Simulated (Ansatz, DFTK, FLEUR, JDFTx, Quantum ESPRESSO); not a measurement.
**Fitting the PBEsol energy curve of LiF**

The structure is cubic, space group Fm-3m (No. 225). Conventional cell: a = 4.028 Å, b = 4.028 Å, c = 4.028 Å, α = 90.00°, β = 90.00°, γ = 90.00°. Around F (site symmetry m-3m) lie 6 Li at 2.01 Å. Li (site symmetry m-3m) has 6 F at 2.01 Å as nearest neighbours.

The cell was scaled at fixed shape and fractions and run with DFTK, PseudoDojo SR PBEsol 0.4.1 standard (PBEsol), cutoff 1143 eV; PBEsol, k mesh 11 × 11 × 11 on the cell of 2 atoms, fermi-dirac occupations of 0.05 eV, no spin polarisation, no spin-orbit coupling. Energies are those that the program minimises, any entropy of the smearing included.

| V (Å³/atom) | energy over the lowest row (meV/atom) |
| --- | --- |
| 7.6790 | 3.328 |
| 7.8424 | 0.817 |
| 8.0058 | 0.000 |
| 8.1692 | 0.705 |
| 8.3326 | 2.781 |
| 8.4959 | ? |
| 8.6593 | 10.501 |

Task: Fit the third-order Birch-Murnaghan form, give V0, B0 and B′, and predict the energy left open.

Result: With y = (V0/V)^(2/3), E = E0 + (9 V0 B0/16) [(y - 1)³ B′ + (y - 1)² (6 - 4y)]. Least squares through the rows shown give V0 = 8.0089 Å³/atom, E0 = 0.000 meV, B0 = 72.97 GPa (1 eV/Å³ = 160.218 GPa) and B′ = 4.21, with a largest miss of 0.001 meV. At V = 8.4959 the form with these constants gives 6.086 meV; the run gave 6.087 meV an atom. Other set-ups at this level, from all their volumes (Å³/atom, GPa): FLEUR, all-electron, FLAPW: V0 8.017, B0 75.07; JDFTx, PseudoDojo-SR-PBEsol-0.4.1-standard with smoothed tails: V0 8.009, B0 72.98; Ansatz, all-electron LAPW, scalar-relativistic: V0 8.031, B0 72.42; Quantum ESPRESSO, PseudoDojo 0.4.1 SR PBEsol standard: V0 8.007, B0 72.92. Measured volume: 8.158 Å³/atom at 298.15 K (a printed reference work), so the fit lies -1.8 % from it. The runs are for a static lattice.
